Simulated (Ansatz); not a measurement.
AgCl (started from an entry of an open crystallographic database), relaxed with r2SCAN, was run in Ansatz under altered settings. All numbers are computed, without spin polarisation but where a row says otherwise.

```xyz
2
Lattice="0.0000 2.7732 2.7732 2.7732 0.0000 2.7732 2.7732 2.7732 0.0000" Properties=species:S:1:pos:R:3 pbc="T T T"
Ag    0.0000    0.0000    0.0000
Cl    2.7732    2.7732    2.7732
```

The base run's other keys:
```yaml
kpoints:
  mp_grid: { grid: [4, 4, 4] }
hamiltonian:
  xc: hse06
scf:
  occupations: { method: fixed }
  n_extra_bands: 4
```

It takes 12 iterations with 869 plane waves at 420 eV and 8 k points, and leaves a mean stress of +1.50 GPa. The gap over this mesh is 2.417 eV. It ran on 4 threads of Arm Neoverse N1, with other jobs on the host.

Outcomes, with energy and stress as changes against the base:
```csv
setting,outcome,ΔF (meV/atom),Δ mean stress (GPa),gap on the mesh (eV),iterations,wall time
"PBE hybrid, exx coeff 0.15, unscreened",converged,–,0.0,2.220,11,7.3 s
hamiltonian.xc: cam_b3lyp,converged,–,+1.1,5.372,14,10 s
"PBE hybrid, exx coeff 0.75, omega 0.2078 1/Å",converged,–,-0.4,5.692,19,10 s
"PBE hybrid, exx coeff 1.0, unscreened",converged,–,-1.3,10.298,21,11 s
scf.mixing.preconditioner: none,converged,0.0,0.0,2.417,12,8.3 s
```
A dash marks a value that wasn't obtained or can't be compared. Stress is positive in compression. The base took 8.1 s.

- PBE hybrid, exx coeff 0.15, unscreened. That is 15 % exact exchange, at all ranges, against HSE06's 25 % screened at 0.208 1/Å. The mean stress moves by 0.0 GPa and the gap on the mesh by -0.197 eV (to 2.220). Totals of different functionals aren't comparable.
- hamiltonian.xc: cam_b3lyp. The mean stress moves by +1.1 GPa and the gap on the mesh by +2.955 eV (to 5.372). It's another functional on the same cell, so totals aren't comparable.
- PBE hybrid, exx coeff 0.75, omega 0.2078 1/Å. That is 75 % exact exchange, screened with ω = 0.2078 1/Å, against HSE06's 25 % screened at 0.208 1/Å. The mean stress moves by -0.4 GPa and the gap on the mesh by +3.275 eV (to 5.692). Totals of different functionals aren't comparable.
- PBE hybrid, exx coeff 1.0, unscreened. That is 100 % exact exchange, at all ranges, against HSE06's 25 % screened at 0.208 1/Å. The mean stress moves by -1.3 GPa and the gap on the mesh by +7.881 eV (to 10.298). Totals of different functionals aren't comparable.

Within 1 meV an atom, 0.1 GPa and 0.005 eV of the base stay: scf.mixing.preconditioner: none.

The runs are scalar-relativistic, without spin-orbit coupling.

The program warns that its thresholds are loose for a hybrid's stress.

The meshes of the hybrids are coarse, so their gaps aren't converged to the digits shown.
